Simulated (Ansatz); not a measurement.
**Levels at Γ against strain in InSe**

```xyz
4
Lattice="2.0000 1.1547 8.3167 -2.0000 1.1547 8.3167 0.0000 -2.3094 8.3167" Properties=species:S:1:pos:R:3 pbc="T T T"
In    0.0000    0.0000    0.0000
In    0.0000    0.0000    2.7994
Se    0.0000    0.0000   15.3567
Se    0.0000    0.0000   20.7085
```

Atom numbers follow the list: In1, In2, Se3, Se4.

The cell is COD entry 1534648, which may be a prediction rather than a measurement; nothing was relaxed.

Spin–orbit coupling is left out, though it moves levels of the heavy atoms by tenths of an eV or more.

The calculation used Ansatz 0.2.0, DFT, PBE, all-electron LAPW, scalar-relativistic.

Numerical set-up: a Γ-centred 7×7×7 k mesh, Fermi–Dirac smearing of 0.01 eV, basis error target 1 meV/atom, no spin polarisation.

The strain is applied along the Cartesian axes of the cell as listed (the other components stay zero). Fractional coordinates are held (clamped ions).

The valence-band top of this crystal doesn't lie at Γ but 1.23 eV above the top filled level there.

Only quantities that a quadratic follows smoothly over the whole series are listed; rougher ones are left out.

| εxx = εyy | direct gap at Γ (eV) |
| --- | --- |
| -0.0300 | 3.200 |
| -0.0200 | 3.131 |
| -0.0100 | 3.061 |
| 0.0000 | 2.991 |
| 0.0200 | 2.851 |
| 0.0300 | 2.781 |

Q: Fit the series and give the slopes at zero strain.

A: Least-squares fits y = p0 + p1 x + p2 x² to the rows give direct gap at Γ (eV): p1 = -6.99, p2 = -0.67.

Q: One run, at εxx = εyy = 0.0100, is withheld. Predict its row.

A: The fits give 2.921; the run gave 2.920.
